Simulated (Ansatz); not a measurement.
# Zn (element-swapped structure): how the settings move a single-point run

Question: which choices in the input matter for Zn (element-swapped structure)?

This is Zn in the diamond structure; at room conditions it is hcp.

Computed with Ansatz 0.2.0 (reference: DFT PBE, plane waves, PAW, scalar-relativistic, no spin polarisation, unless a step's input says otherwise).

2 further runs of the same task are left out: 2 set aside as unsound or not needed.

**1. The system as given**

Symmetry: Fd-3m, No. 227, cubic system. Conventional cell: a = 5.186 Å, b = 5.186 Å, c = 5.186 Å, α = 90.00°, β = 90.00°, γ = 90.00°. Around Zn (site symmetry -43m) lie 4 Zn at 2.25 Å.

As a file:

```
CELL_PARAMETERS angstrom
0.00000 2.59305 2.59305
2.59305 0.00000 2.59305
2.59305 2.59305 0.00000
ATOMIC_POSITIONS crystal
Zn 0.00000 0.00000 0.00000
Zn 0.25000 0.25000 0.25000
```

**2. Reference**

input.yaml reads:

```yaml
crystal:
  lattice:
    - [0.0, 2.593049, 2.593049]
    - [2.593049, 0.0, 2.593049]
    - [2.593049, 2.593049, 0.0]
  atoms:
    - { symbol: Zn, position: [0.0, 0.0, 0.0] }
    - { symbol: Zn, position: [0.25, 0.25, 0.25] }
  symmetry: { tolerance: 0.0003 }
kpoints:
  mp_grid: { grid: [6, 6, 6], shift: [0, 0, 0] }
magnetization:
  spin_polarized: false
scf:
  occupations: { method: fermi_dirac }
hamiltonian:
  pseudopotentials: { kind: paw }
  xc: pbe
basis:
  ecutwfc: 420
output:
  forces: true
  stress: true
  eigenvalues: true
```

The run is started by

```console
ansatz run input.yaml --threads 1 --pin off --max-ram 2560MiB --backend cpu --events-out ev --progress --plain --runs-dir out
```

The program printed (excerpt; [...] marks lines left out):

```text
Warning: RAYON_NUM_THREADS=1 ignored (pool sized by the plan → 1); use --threads N
[...]
Pseudopotentials: kind: paw
Pseudopotential: Zn, paw, valence charge 12, recommended cutoff 420 eV (normal), Zn.paw.azcp
Functional definition: PBE
[...]
Crystal: 2 atoms, lattice volume = 34.871 Å³
Basis set: ecut = 420 eV, 701 PW (Γ), exchange–correlation on 50×50×50 points (8 copies of the dense FFT grid, shifted against one another)
Bands: 16, of which v1, the nominal top of the filled ones, is band 12 counted from 1 (11 counted from 0)
Symmetry: 48 space group operations
Space group: Fd-3m (ITA 227), of the structure as read, at distance tolerance 9.8e-4 Å
k-points: 16 of 216
[...]
SCF iter   1: F=—  HF=-6636.342827 eV  |F-HF|=—  |Δ(HF+E_count)|=         —  Δρ=2.25e-3  dr2=2.03e-3  ethr=1.77e-3  ⟨swp⟩=5.1  Hψ=1251  notcnv=0
[...]
SCF iter   7: F=-6636.342850 eV  HF=-6636.342850 eV  |F-HF|=1.05e-9  |Δ(HF+E_count)|=   3.25e-8  Δρ=8.11e-6  dr2=1.08e-8  ethr=4.17e-10  ⟨swp⟩=4.5  Hψ=930  notcnv=0
[...]
SCF converged after 7 iterations
Free energy (F): -6636.342850 eV
[...]
E sigma→0 (E₀):  -6636.318159 eV
Entropy (-TS):   -0.049381 eV (-24.691 meV/atom)
Fermi energy:    8.847350 eV
[...]
--- Forces (eV/Å), atoms counted from 1 ---
  atom   1  Zn     0.00000000     0.00000000     0.00000000
  atom   2  Zn     0.00000000     0.00000000     0.00000000
[...]
--- Stress (GPa, compression-positive) ---
       22.828873      -0.000000      -0.000000
        0.000000      22.828873      -0.000000
       -0.000000       0.000000      22.828873
  P = ⅓ Tr σ = 22.8289 GPa (228.289 kbar)
--- Band table (eV; the first three rows and the last of 16) ---
  k-point 0: bands = ["-0.5615", "0.4920", "0.4920", "0.4920", "0.5387", "0.5387", "1.5196", "1.5196", "1.5196", "1.9494", "1.9494", "15.8841", "15.8841", "15.8841", "17.1395", "17.1395"]
[...]
```

It took 0.69 s on 1 thread of Arm Neoverse V2, shared host; peak memory 0.26 GiB.

**3. Changed: starting moments, spin_polarized true**

Edit input.yaml of step 2 so:

```diff
@@ -6,4 +6,4 @@
   atoms:
-    - { symbol: Zn, position: [0.0, 0.0, 0.0] }
-    - { symbol: Zn, position: [0.25, 0.25, 0.25] }
+    - { symbol: Zn, position: [0.0, 0.0, 0.0], spin: 2.0 }
+    - { symbol: Zn, position: [0.25, 0.25, 0.25], spin: 1.0 }
   symmetry: { tolerance: 0.0003 }
@@ -12,3 +12,3 @@
 magnetization:
-  spin_polarized: false
+  spin_polarized: true
 scf:
```

The run is started by

```console
ansatz run input.yaml --threads 1 --pin off --max-ram 2560MiB --backend cpu --events-out ev --progress --plain --runs-dir out
```

The program printed (excerpt; [...] marks lines left out):

```text
Warning: RAYON_NUM_THREADS=1 ignored (pool sized by the plan → 1); use --threads N
[...]
[... 3 set-up lines as earlier in the session ...]
[...]
Crystal: 2 atoms, lattice volume = 34.871 Å³
Basis set: ecut = 420 eV, 701 PW (Γ), exchange–correlation on 50×50×50 points (8 copies of the dense FFT grid, shifted against one another)
Bands: 18, of which v1, the nominal top of the filled ones, is band 12 counted from 1 (11 counted from 0)
Symmetry: 24 space group operations
Space group: F-43m (ITA 216), of the structure as read, at distance tolerance 9.8e-4 Å
Magnetic group: BNS 216.74 (UNI 1576), of the structure as read, at distance tolerance 9.8e-4 Å
k-points: 16 of 216 (time reversal used)
[...]
Starting moments: Σ|m| = 3 μB on 2 of 2 sites
[...]
SCF iter   1: F=—  HF=-6635.694235 eV  |F-HF|=—  |Δ(HF+E_count)|=         —  Δρ=1.92e-1 (↑1.92e-1 ↓1.42e-1)  dr2=7.71e-1  dr2_m=8.81e0  M=0.399 μB ∫|m|=0.399 μB  β_m=0.30  ethr=3.10e-3  ⟨swp⟩=5.0  Hψ=2648  notcnv=0
[...]
WARN: the starting moments were not kept: the SCF closed with an absolute magnetisation of 1.9e-5 μB, where they sum to 3 μB in size (2 sites). That is at most 0.1 of that sum. Measured as dr2_m measures the in/out step, that magnetisation stands 2.6e-11 eV from none, at or under the [...]
SCF converged after 17 iterations
Magnetization: 0.0000 μB (12.0000 up, 12.0000 down)
Absolute magnetization: 0.0000 μB (∫|ρ↑−ρ↓|, with the PAW one-centre terms)
Spin contamination: 0.0000 ħ² per cell (⟨S²⟩ above its minimum at these occupations)
Per-site moments (μB) at R_I (Å): [(1.9506305130994964e-6, 0.9263291017438569), (1.9475413487195804e-6, 0.9263291017438569)]
Free energy (F): -6636.342850 eV
[...]
E sigma→0 (E₀):  -6636.318159 eV
Entropy (-TS):   -0.049381 eV (-24.691 meV/atom)
Fermi energy:    8.847337 eV
[...]
--- Forces (eV/Å), atoms counted from 1 ---
  atom   1  Zn     0.00000000     0.00000000     0.00000000
  atom   2  Zn    -0.00000000    -0.00000000    -0.00000000
[...]
--- Stress (GPa, compression-positive) ---
       22.828811      -0.000000       0.000000
       -0.000000      22.828811      -0.000000
        0.000000      -0.000000      22.828811
  P = ⅓ Tr σ = 22.8288 GPa (228.288 kbar)
--- Band table (eV; the first three rows and the last of 32) ---
  k-point 0 ↑: bands = ["-0.5615", "0.4920", "0.4920", "0.4920", "0.5387", "0.5387", "1.5196", "1.5196", "1.5196", "1.9494", "1.9494", "15.8841", "15.8841", "15.8841", "17.1394", "17.1394", "17.1394", "19.6513"]
[...]
```

Run time: 4 s. Hardware: 1 thread of Arm Neoverse V2, shared host; peak memory 0.27 GiB.

With the changed spin polarisation the energy stays within 0.5 meV/atom: no moment survives, so both runs end on the same non-magnetic state.

**4. The same system, input altered**

Edit input.yaml of step 2 so:

```diff
@@ -11,2 +11,3 @@
   mp_grid: { grid: [6, 6, 6], shift: [0, 0, 0] }
+  KSPACING: 60
 magnetization:
@@ -15,2 +16,3 @@
   occupations: { method: fermi_dirac }
+  max_iter: 50
 hamiltonian:
```

The run is started by

```console
ansatz run input.yaml --threads 1 --pin off --max-ram 2560MiB --backend cpu --events-out ev --progress --plain --runs-dir out
```

The program printed:

```text
Error: YAML parse error: error: line 12 column 3: unknown field `KSPACING`, expected one of mp_grid, list, band_path, initial_grid, further_shifts
  --> <input>:12:3
   |
10 | kpoints:
11 |   mp_grid: { grid: [6, 6, 6], shift: [0, 0, 0] }
12 |   KSPACING: 60
   |   ^ unknown field `KSPACING`, expected one of mp_grid, list, band_path, initial_grid, further_shifts
13 | magnetization:
14 |   spin_polarized: false
   |
```

It took 0.01 s on 1 thread of Arm Neoverse V2, shared host; peak memory 0.08 GiB.

**5. Why it ended so**

The run ended at the input check. Its message: «line 12 column 3: unknown field `KSPACING`, expected one of mp_grid, list, band_path, initial_grid, further_shifts»

The suspect setting: kpoints.KSPACING is 60. The input holds a keyword that this program doesn't have at that place; such names come from other codes or other sections.

The cure: delete kpoints.KSPACING.

**6. Comparison**

| run | ending | energy change | pressure (GPa) | gap (eV) | force (eV/Å) | cycles | time |
| --- | --- | --- | --- | --- | --- | --- | --- |
| reference | converged | 0 | 22.8 | 0.00 | 0.00 | 7 | 0.69 s |
| 1: starting moments, spin_polarized true | converged | 0.0 meV/atom | 22.8 | 0.00 | 0.00 | 17 | 4 s |
| 2: KSPACING 60 | refused | - | - | - | - | - | 0.01 s |

Residual by cycle in the longest SCF loop of each run; runs are numbered as in the table. The quantity is the density residual dr2, in eV.

```
cycle  reference    run 1
    1    0.00203    0.771
    2     4.5e-4    0.188
    4     2.8e-5  0.00756
    5     2.3e-6  0.00435
    7     1.1e-8   2.8e-4
    8          -   2.7e-4
   10          -   4.1e-5
   11          -   4.5e-5
   13          -   4.4e-7
   14          -   3.7e-7
   16          -   3.5e-9
   17          -  9.7e-11
```

What this shows: «starting moments, spin_polarized true» leaves the energy as it was. The structure is not at rest: the sound run finds 23 GPa, so these are no properties of the relaxed crystal.  1 of the 2 altered inputs did not end normally.

The reference is no final answer either: its mesh is coarse for a cell with so small a gap or none; the structure is made up and not relaxed.
